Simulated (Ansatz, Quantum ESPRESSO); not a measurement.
# Screening and band shifts of H-BN-H chair, 1 layer, part 4 of 6

Wanted: polarisability and gap of H-BN-H chair, 1 layer against a perpendicular field.

Quantum ESPRESSO 7.5; plane-wave DFT, vdW-DF-cx, GBRV ultrasoft pseudopotentials made under PBE; geometry and cross-check by Ansatz 0.2.0 with PAW datasets.

So far. Step 4 (Potential by pp.x): The vacuum is flat to 0.1 meV/Å, so its level is well defined. Inside the slab the curve depends on the local part of the pseudopotentials; only the vacuum level has a meaning of its own. Step 5 (Band structure: no field): Along this path the valence top lies at Γ and the conduction bottom at Γ.

### 6. Ground state: field 0.1 V/Å

eamp is the field in Hartree atomic units (1 a.u. = 51.42 V/Å). With dipfield on, it is the field in the vacuum beside an isolated sheet. The run starts from the density of the one before.

f1.in

```
&control
  prefix = 'f1'
  outdir = './out'
  pseudo_dir = './pseudo'
  calculation = 'scf'
  tprnfor = .true.
  tefield = .true.
  dipfield = .true.
/
&system
  ibrav = 0
  nat = 4
  ntyp = 3
  ecutwfc = 40
  ecutrho = 200
  input_dft = 'vdw-df-cx'
  occupations = 'smearing'
  smearing = 'fd'
  degauss = 0.004
  edir = 3
  emaxpos = 0.97
  eopreg = 0.04
  eamp = 0.00194469
/
&electrons
  conv_thr = 1e-09
  mixing_beta = 0.4
  electron_maxstep = 120
  mixing_mode = 'plain'
  startingpot = 'file'
/
ATOMIC_SPECIES
  H   1.0080  h_pbe_v1.4.uspp.F.UPF
  N   14.0070  n_pbe_v1.2.uspp.F.UPF
  B   10.8100  b_pbe_v1.4.uspp.F.UPF
CELL_PARAMETERS angstrom
  2.59257515293350 0.00000000000000 0.00000000000000
  -1.29628757646675 2.24523594366074 0.00000000000000
  0.00000000000000 0.00000000000000 19.68666666670000
ATOMIC_POSITIONS crystal
  H   0.666666666667 0.333333333333 0.430616446185
  N   0.666666666667 0.333333333333 0.483166682768
  B   0.333333333333 0.666666666667 0.509373097598
  H   0.333333333333 0.666666666667 0.570240319349
K_POINTS automatic
  12 12 1 0 0 0
```

The run is started by

```bash
$ cp -r out/f0.save out/f1.save
$ OMP_NUM_THREADS=1 mpirun -n 4 pw.x -nk 4 -in f1.in > f1.out
```

The log of the run:

```text
[banner, memory and clock lines left out]
Program PWSCF v.7.5 starts
[...]
number of electrons       =        10.00
     number of Kohn-Sham states=            9
     kinetic-energy cutoff     =      40.0000  Ry
     charge density cutoff     =     200.0000  Ry
[...]
number of k points=    74  Fermi-Dirac smearing, width (Ry)=  0.0040
[...]
Dense  grid:    36719 G-vectors     FFT dimensions: (  24,  24, 180)
[...]
The initial density is read from file :
[...]
negative rho (up, down):  2.657E-04 0.000E+00
[...]
Starting wfcs are   10 randomized atomic wfcs
[...]
negative rho (up, down):  2.634E-04 0.000E+00
[...]
estimated scf accuracy    <       0.00050212 Ry
[...]
negative rho (up, down):  2.636E-04 0.000E+00
[...]
estimated scf accuracy    <       0.00021289 Ry
[...]
negative rho (up, down):  2.634E-04 0.000E+00
[...]
estimated scf accuracy    <       0.00000099 Ry
[...]
negative rho (up, down):  2.633E-04 0.000E+00
[...]
estimated scf accuracy    <       0.00000018 Ry
[...]
negative rho (up, down):  2.632E-04 0.000E+00
[...]
estimated scf accuracy    <       0.00000004 Ry
[...]
negative rho (up, down):  2.632E-04 0.000E+00
[...]
estimated scf accuracy    <          3.6E-09 Ry
[...]
negative rho (up, down):  2.632E-04 0.000E+00
[...]
Computed dipole along edir(3) :
        Dipole               -0.2443 Ry au,         -0.6209 Debye
        Dipole field         -0.0040 Ry au,
        E field amplitude [Ha a.u.]:  1.9447E-03
        Potential amp.        0.4224 Ry
        Total length         35.7143 bohr
[...]
the Fermi energy is    -2.8724 ev
!    total energy              =     -29.00939096 Ry
     estimated scf accuracy    <          1.7E-10 Ry
     smearing contrib. (-TS)   =      -0.00000000 Ry
     internal energy E=F+TS    =     -29.00939096 Ry
[...]
one-electron contribution =    -281.34944217 Ry
     hartree contribution      =     142.67220978 Ry
     xc contribution           =      -9.87061500 Ry
     ewald contribution        =     119.53653673 Ry
     electric field correction =       0.00191971 Ry
     convergence has been achieved in   7 iterations
     negative rho (up, down):  2.632E-04 0.000E+00
[...]
Total force =     0.024938     Total SCF correction =     0.000032
[...]
```

It took 23 s on 4 MPI ranks of Arm Neoverse V1, shared host; peak memory 0.55 GiB; 90 s of CPU time.

This step gave:

```
free energy                          : -394.6929 eV
Fermi energy                         : -2.872 eV
dipole along the normal              : -0.1293 e·Å
valence top, on the run's zero       : -4.145 eV
conduction bottom, on the run's zero : -1.841 eV
gap by band count                    : 2.303 eV
```

The dipole goes from -0.1404 to -0.1293 e Å, 0.1116 e Å per V/Å.

### 7. Potential by pp.x

f1.pot.in

```
&inputpp
  prefix = 'f1'
  outdir = './out'
  filplot = 'f1.pot.dat'
  plot_num = 11
/
```

The run is started by

```bash
$ OMP_NUM_THREADS=1 mpirun -n 4 pp.x -in f1.pot.in > f1.pot.out
```

Run time: 15 s. Hardware: 4 MPI ranks; peak memory 0.18 GiB; 61 s of CPU time.

Read from the output:

```
slope of the potential above                                          : 0.1000 eV/Å
upper vacuum line continued to the top atoms, over the valence top    : 8.286 eV
slope of the potential below                                          : 0.09996 eV/Å
lower vacuum line continued to the bottom atoms, over the valence top : 3.993 eV
```

The slope in the vacuum is 0.100 eV/Å for an applied 0.10 V/Å, as it should be.

### 8. Self-consistent run: field 0.2 V/Å

f2.in is the input of step 6 with these lines changed:

```diff
@@ -1,3 +1,3 @@
 &control
-  prefix = 'f1'
+  prefix = 'f2'
   outdir = './out'
@@ -22,3 +22,3 @@
   eopreg = 0.04
-  eamp = 0.00194469
+  eamp = 0.00388938
 /
```

The run is started by

```bash
$ cp -r out/f0.save out/f2.save
$ OMP_NUM_THREADS=1 mpirun -n 4 pw.x -nk 4 -in f2.in > f2.out
```

The log of the run:

```text
[banner, memory and clock lines left out]
Program PWSCF v.7.5 starts
[...]
number of electrons       =        10.00
     number of Kohn-Sham states=            9
     kinetic-energy cutoff     =      40.0000  Ry
     charge density cutoff     =     200.0000  Ry
[...]
number of k points=    74  Fermi-Dirac smearing, width (Ry)=  0.0040
[...]
Dense  grid:    36719 G-vectors     FFT dimensions: (  24,  24, 180)
[...]
The initial density is read from file :
[...]
negative rho (up, down):  2.657E-04 0.000E+00
[...]
Starting wfcs are   10 randomized atomic wfcs
[...]
negative rho (up, down):  2.592E-04 0.000E+00
[...]
estimated scf accuracy    <       0.00212535 Ry
[...]
negative rho (up, down):  2.601E-04 0.000E+00
[...]
estimated scf accuracy    <       0.00097715 Ry
[...]
negative rho (up, down):  2.600E-04 0.000E+00
[...]
estimated scf accuracy    <       0.00000510 Ry
[...]
negative rho (up, down):  2.600E-04 0.000E+00
[...]
estimated scf accuracy    <       0.00000095 Ry
[...]
negative rho (up, down):  2.601E-04 0.000E+00
[...]
estimated scf accuracy    <       0.00000025 Ry
[...]
negative rho (up, down):  2.601E-04 0.000E+00
[...]
estimated scf accuracy    <       0.00000002 Ry
[...]
negative rho (up, down):  2.601E-04 0.000E+00
[...]
Computed dipole along edir(3) :
        Dipole               -0.2230 Ry au,         -0.5668 Debye
        Dipole field         -0.0036 Ry au,
        E field amplitude [Ha a.u.]:  3.8894E-03
        Potential amp.        0.5366 Ry
        Total length         35.7143 bohr
[...]
the Fermi energy is    -3.1054 ev
!    total energy              =     -29.00848259 Ry
     estimated scf accuracy    <          4.9E-10 Ry
     smearing contrib. (-TS)   =      -0.00000000 Ry
     internal energy E=F+TS    =     -29.00848259 Ry
[...]
one-electron contribution =    -281.34661635 Ry
     hartree contribution      =     142.66917349 Ry
     xc contribution           =      -9.87011886 Ry
     ewald contribution        =     119.53653673 Ry
     electric field correction =       0.00254240 Ry
     convergence has been achieved in   7 iterations
     negative rho (up, down):  2.601E-04 0.000E+00
[...]
Total force =     0.025365     Total SCF correction =     0.000021
[...]
```

Wall time 23 s (4 MPI ranks); peak memory 0.55 GiB.

This step gave:

```
free energy                          : -394.6805 eV
Fermi energy                         : -3.105 eV
dipole along the normal              : -0.1180 e·Å
valence top, on the run's zero       : -4.144 eV
conduction bottom, on the run's zero : -2.093 eV
gap by band count                    : 2.051 eV
```

The dipole goes from -0.1404 to -0.1180 e Å, 0.1121 e Å per V/Å.

### 9. Potential by pp.x

f2.pot.in

```
&inputpp
  prefix = 'f2'
  outdir = './out'
  filplot = 'f2.pot.dat'
  plot_num = 11
/
```

The run is started by

```bash
$ OMP_NUM_THREADS=1 mpirun -n 4 pp.x -in f2.pot.in > f2.pot.out
```

Wall time 15 s (4 MPI ranks); peak memory 0.18 GiB.

Read from the output:

| Property | Result |
| --- | --- |
| slope of the potential above | 0.2000 eV/Å |
| upper vacuum line continued to the top atoms, over the valence top | 8.268 eV |
| slope of the potential below | 0.1999 eV/Å |
| lower vacuum line continued to the bottom atoms, over the valence top | 4.050 eV |

The slope in the vacuum is 0.200 eV/Å for an applied 0.20 V/Å, as it should be.

### 10. Bands along a path: field 0.2 V/Å

f2.bands.in

```
&control
  prefix = 'f2.bands'
  outdir = './out'
  pseudo_dir = './pseudo'
  calculation = 'bands'
  tefield = .true.
  dipfield = .true.
/
&system
  ibrav = 0
  nat = 4
  ntyp = 3
  ecutwfc = 40
  ecutrho = 200
  input_dft = 'vdw-df-cx'
  occupations = 'smearing'
  smearing = 'fd'
  degauss = 0.004
  edir = 3
  emaxpos = 0.97
  eopreg = 0.04
  eamp = 0.00388938
  nbnd = 11
/
&electrons
  conv_thr = 1e-07
  mixing_beta = 0.4
  electron_maxstep = 120
  mixing_mode = 'local-TF'
/
ATOMIC_SPECIES
  H   1.0080  h_pbe_v1.4.uspp.F.UPF
  N   14.0070  n_pbe_v1.2.uspp.F.UPF
  B   10.8100  b_pbe_v1.4.uspp.F.UPF
CELL_PARAMETERS angstrom
  2.59257515293350 0.00000000000000 0.00000000000000
  -1.29628757646675 2.24523594366074 0.00000000000000
  0.00000000000000 0.00000000000000 19.68666666670000
ATOMIC_POSITIONS crystal
  H   0.666666666667 0.333333333333 0.430616446185
  N   0.666666666667 0.333333333333 0.483166682768
  B   0.333333333333 0.666666666667 0.509373097598
  H   0.333333333333 0.666666666667 0.570240319349
K_POINTS crystal_b
4
  0.0000000000 0.0000000000 0.0000000000 14
  0.5000000000 0.0000000000 0.0000000000 14
  0.3333333333 0.3333333333 0.0000000000 14
  0.0000000000 0.0000000000 0.0000000000 1
```

The run is started by

```bash
$ cp -r out/f2.save out/f2.bands.save
$ cp out/f2.xml out/f2.bands.xml
$ OMP_NUM_THREADS=1 mpirun -n 4 pw.x -nk 4 -in f2.bands.in > f2.bands.out
```

The log of the run:

```text
[banner, memory and clock lines left out]
Program PWSCF v.7.5 starts
[citation notice left out]

[...]
bravais-lattice index     =            0
     lattice parameter (alat)  =       4.8993  a.u.
     unit-cell volume          =     773.3251 (a.u.)^3
     number of atoms/cell      =            4
     number of atomic types    =            3
     number of electrons       =        10.00
     number of Kohn-Sham states=           11
     kinetic-energy cutoff     =      40.0000  Ry
     charge density cutoff     =     200.0000  Ry
     Exchange-correlation= VDW-DF-CX
                           (   1   4  27   0   1   0   0)

[...]
PseudoPot. # 1 for H  read from file:
     ./pseudo/h_pbe_v1.4.uspp.F.UPF
     Pseudo is Ultrasoft, Zval =  1.0
     Generated by new atomic code, or converted to UPF format
     Using radial grid of  615 points,  2 beta functions with:
                l(1) =   0
                l(2) =   0
     Q(r) pseudized with  8 coefficients,  rinner =    0.700

     PseudoPot. # 2 for N  read from file:
     ./pseudo/n_pbe_v1.2.uspp.F.UPF
     Pseudo is Ultrasoft + core correction, Zval =  5.0
     Generated by new atomic code, or converted to UPF format
     Using radial grid of  729 points,  4 beta functions with:
                l(1) =   0
                l(2) =   0
                l(3) =   1
                l(4) =   1
     Q(r) pseudized with  8 coefficients,  rinner =    0.900   0.900   0.900

     PseudoPot. # 3 for B  read from file:
     ./pseudo/b_pbe_v1.4.uspp.F.UPF
     Pseudo is Ultrasoft + core correction, Zval =  3.0
     Generated by new atomic code, or converted to UPF format
     Using radial grid of  781 points,  4 beta functions with:
                l(1) =   0
                l(2) =   0
                l(3) =   1
                l(4) =   1
     Q(r) pseudized with  8 coefficients,  rinner =    1.100   1.100   1.100

     atomic species   valence    mass     pseudopotential
     H                 1.00     1.00800     H ( 1.00)
     N                 5.00    14.00700     N ( 1.00)
     B                 3.00    10.81000     B ( 1.00)

     No symmetry found

[...]
number of k points=    43  Fermi-Dirac smearing, width (Ry)=  0.0040
[...]
Dense  grid:    36719 G-vectors     FFT dimensions: (  24,  24, 180)

     Smooth grid:    26249 G-vectors     FFT dimensions: (  20,  20, 150)

     The potential is recalculated from file :
     ./out/f2.bands.save/charge-density

     negative rho (up, down):  2.601E-04 0.000E+00

     %%%%%%%%%%%%%%%%%%%%%%%%%%%%%%%%%%%%%%%%%%%%%%%%%%%%%%%%%%%%%%%%%%%%%%%%
     %                                                                      %
     % You are using vdW-DF, which was implemented by the Thonhauser group. %
     % possible and the two reviews that describe the various versions:     %
     %                                                                      %
     %                                                                      %
     % If you are calculating stress with vdW-DF, please also cite:         %
     %                                                                      %
     %                                                                      %
     %%%%%%%%%%%%%%%%%%%%%%%%%%%%%%%%%%%%%%%%%%%%%%%%%%%%%%%%%%%%%%%%%%%%%%%%

     %%%%%%%%%%%%%%%%%%%%%%%%%%%%%%%%%%%%%%%%%%%%%%%%%%%%%%%%%%%%%%%%%%%%%%%%
     %                                                                      %
     %  vdW-DF NEWS:                                                        %
     %                                                                      %
     %  * vdW-DF3 is now available. DOI: 10.1021/acs.jctc.0c00471           %
     %    use with input_dft = 'vdW-DF3-opt1' or 'vdW-DF3-opt2'             %
     %                                                                      %
     %  * Unscreened and range-separated hybrid vdW-DF-cx functionals       %
     %    DOI: 10.1063/1.4986522 and 10.1088/1361-648X/ac2ad2               %
     %    use with input_dft = 'vdW-DF-cx0'    and 'vdW-DF-ahcx'            %
     %  * Unscreened and range-separated hybrid vdW-DF2-b86r functionals    %
     %    DOI: 10.1063/1.4986522 and DOI: 10.1103/PhysRevX.12.041003        %
     %    use with input_dft = 'vdW-DF2-br0' and 'vdW-DF2-ahbr'             %
     %                                                                      %
     %%%%%%%%%%%%%%%%%%%%%%%%%%%%%%%%%%%%%%%%%%%%%%%%%%%%%%%%%%%%%%%%%%%%%%%%

     Adding external electric field

     Computed dipole along edir(3) :
        Dipole               -0.2230 Ry au,         -0.5668 Debye
        Dipole field         -0.0036 Ry au,

        E field amplitude [Ha a.u.]:  3.8894E-03
        Potential amp.        0.5366 Ry
        Total length         35.7143 bohr

     Starting wfcs are   10 randomized atomic wfcs +    1 random wfcs

     Band Structure Calculation
     Davidson diagonalization with overlap

     ethr =  1.00E-09,  avg # of iterations = 48.3

     End of band structure calculation

          k = 0.0000 0.0000 0.0000 (  3267 PWs)   bands (ev):

   -21.5771 -12.3079  -5.7531  -4.1439  -4.1439  -2.0927  -1.1813   0.6041
     2.7786   3.5684   4.9637

          k = 0.0357 0.0206 0.0000 (  3251 PWs)   bands (ev):

   -21.5538 -12.2856  -5.7363  -4.2631  -4.1835  -2.0578  -1.1465   0.6380
     2.8145   3.5974   5.0017

[...]
```

The job ended after 19 s (4 MPI ranks; peak memory 0.27 GiB; 76 s of CPU time).

Band numbers count within the set of bands kept for display. Electronic bands along the path, in eV, zero at the highest filled level of the SCF mesh; v1 is the highest filled band, c1 the lowest empty one:

```
  point     v4     v3     v2     v1    c1    c2     c3     c4
      Γ  -8.16  -1.61   0.00   0.00  2.05  2.96   4.75   6.92
halfway  -7.19  -3.90  -1.32  -0.91  3.72  4.66   6.38   8.58
      M  -7.72  -5.49  -2.32  -0.60  7.39  8.54   9.29   9.99
halfway  -7.33  -5.34  -3.85  -0.49  8.14  8.86  10.14  10.57
      K  -6.46  -5.85  -5.04  -0.38  8.88  9.31  10.81  11.76
halfway  -6.93  -4.27  -2.33  -0.74  4.26  5.24   6.94   9.17
      Γ  -8.16  -1.61   0.00   0.00  2.05  2.96   4.75   6.92
```

The electronic bands as a text plot (rows in eV, shown from -8.0 to 6.9 only):

```
    6.6 |+         ++  +  +                    ++++   ++        +
    6.0 |        ++  ++ ++                         +    +
    5.4 |     +++   +  +                         ++ ++   ++++
    4.7 |+++++     + ++                            +  ++     ++++
    4.1 |       +++ +                               ++  +
    3.5 |    +++ +++                                  +++++++
    2.9 |++++ +++                                        ++  ++++
    2.3 |+++++                                             ++++++
    1.6 |
    1.0 |
    0.4 |
   -0.2 |*****                   ******************        ******
   -0.8 |    ********************                  ********  *
   -1.5 |********  **                                   *********
   -2.1 |       *    **********                     **** **
   -2.7 |                      **                  *    *
   -3.3 |        **              **              **   **
   -4.0 |          *               **          **
   -4.6 |           *                *        *    ***
   -5.2 |            **      **********************
   -5.8 |              ******          *****
   -6.4 |                              *************
   -7.1 |          *******         ****             ****
   -7.7 |    ******       *********                     *****
         Γ                   M           K                      Γ
```

Upper empty bands that drop with the field can be states of the vacuum, held by the sawtooth; they depend on the cell's width.

Along this path the valence top lies at Γ and the conduction bottom at Γ.

### 11. Ground state: field -0.2 V/Å

f3.in is the input of step 8 with these lines changed:

```diff
@@ -1,3 +1,3 @@
 &control
-  prefix = 'f2'
+  prefix = 'f3'
   outdir = './out'
@@ -22,3 +22,3 @@
   eopreg = 0.04
-  eamp = 0.00388938
+  eamp = -0.00388938
 /
```

The run is started by

```bash
$ cp -r out/f0.save out/f3.save
$ OMP_NUM_THREADS=1 mpirun -n 4 pw.x -nk 4 -in f3.in > f3.out
```

The log of the run:

```text
[banner, memory and clock lines left out]
Program PWSCF v.7.5 starts
[...]
number of electrons       =        10.00
     number of Kohn-Sham states=            9
     kinetic-energy cutoff     =      40.0000  Ry
     charge density cutoff     =     200.0000  Ry
[...]
number of k points=    74  Fermi-Dirac smearing, width (Ry)=  0.0040
[...]
Dense  grid:    36719 G-vectors     FFT dimensions: (  24,  24, 180)
[...]
The initial density is read from file :
[...]
negative rho (up, down):  2.657E-04 0.000E+00
[...]
Starting wfcs are   10 randomized atomic wfcs
[...]
negative rho (up, down):  2.675E-04 0.000E+00
[...]
estimated scf accuracy    <       0.00184156 Ry
[...]
negative rho (up, down):  2.676E-04 0.000E+00
[...]
estimated scf accuracy    <       0.00068284 Ry
[...]
negative rho (up, down):  2.685E-04 0.000E+00
[...]
estimated scf accuracy    <       0.00000272 Ry
[...]
negative rho (up, down):  2.690E-04 0.000E+00
[...]
estimated scf accuracy    <       0.00000053 Ry
[...]
negative rho (up, down):  2.695E-04 0.000E+00
[...]
estimated scf accuracy    <       0.00000009 Ry
[...]
negative rho (up, down):  2.697E-04 0.000E+00
[...]
estimated scf accuracy    <          7.2E-09 Ry
[...]
negative rho (up, down):  2.697E-04 0.000E+00
[...]
estimated scf accuracy    <          2.2E-09 Ry
[...]
negative rho (up, down):  2.697E-04 0.000E+00
[...]
Computed dipole along edir(3) :
        Dipole               -0.3071 Ry au,         -0.7805 Debye
        Dipole field         -0.0050 Ry au,
        E field amplitude [Ha a.u.]: -3.8894E-03
        Potential amp.        0.0786 Ry
        Total length         35.7143 bohr
[...]
the Fermi energy is    -2.9514 ev
!    total energy              =     -29.01260761 Ry
     estimated scf accuracy    <          1.7E-10 Ry
     smearing contrib. (-TS)   =      -0.00000000 Ry
     internal energy E=F+TS    =     -29.01260761 Ry
[...]
one-electron contribution =    -281.35220551 Ry
     hartree contribution      =     142.67578939 Ry
     xc contribution           =      -9.87187185 Ry
     ewald contribution        =     119.53653673 Ry
     electric field correction =      -0.00085637 Ry
     convergence has been achieved in   8 iterations
     negative rho (up, down):  2.697E-04 0.000E+00
[...]
Total force =     0.024055     Total SCF correction =     0.000056
[...]
```

Wall time 24 s (4 MPI ranks); peak memory 0.31 GiB.

Read from the output:

- free energy: -394.7366 eV
- Fermi energy: -2.951 eV
- dipole along the normal: -0.1625 e·Å
- valence top, on the run's zero: -4.154 eV
- conduction bottom, on the run's zero: -1.305 eV
- gap by band count: 2.849 eV

The dipole goes from -0.1404 to -0.1625 e Å, 0.1103 e Å per V/Å.

[end of part 4 of 6]

[Logs are printed without paths, hosts, clocks, repeated set-up lines and the standing remarks that a program may print on its own settings, such as how far it seeks lower states.]

[Hosts, paths, dates, database ids (printed as entryN), source tags and the programs' standing remarks are cut or masked in the printed files.]

[Maps of the electrostatic potential energy from Ansatz leave out the sawtooth potential of an applied field or a dipole correction, so their vacuum need not be flat; planar profiles and work functions include it.]
